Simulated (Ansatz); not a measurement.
**TePb: equation of state with HSE03**

The system is TePb.

```
Pb Te
1.0
     0.00000    3.23100    3.23100
     3.23100    0.00000    3.23100
     3.23100    3.23100    0.00000
Pb Te
1 1
Direct
  0.00000 0.00000 0.00000
  0.50000 0.50000 0.50000
```

* Program: Ansatz 0.2.0
* Task: equation of state
* Functional: HSE03
* Potentials or basis: Ansatz PAW
* Cutoff: 420 eV
* Density cutoff: 1680 eV
* k mesh: 4 × 4 × 4
* Occupations: fermi-dirac, width 0.05 eV
* Spin: no spin polarisation

```yaml
Equilibrium_volume: 34.70 Å³/atom
Bulk_modulus: 42 GPa
Pressure_derivative_of_the_bulk_modulus: 4.6
```

Energy against volume, from the lowest point:
```
volume (Å³/atom)  energy (meV/atom)
          31.706              39.48
          32.380              22.65
          33.055              10.80
          33.730               3.40
          34.404               0.00
          35.079               0.17
          35.753               3.58
```

All runs of the series together: 95 s on 2 threads of Arm Neoverse V1, with other jobs on the host.

Caveat: the k mesh is coarse (spacing up to 0.42 Å⁻¹), so the values aren't converged, least of all with exact exchange; the PAW data sets were made with another functional, which shifts forces and pressure a little. Zero-point motion and thermal expansion aren't in these numbers.
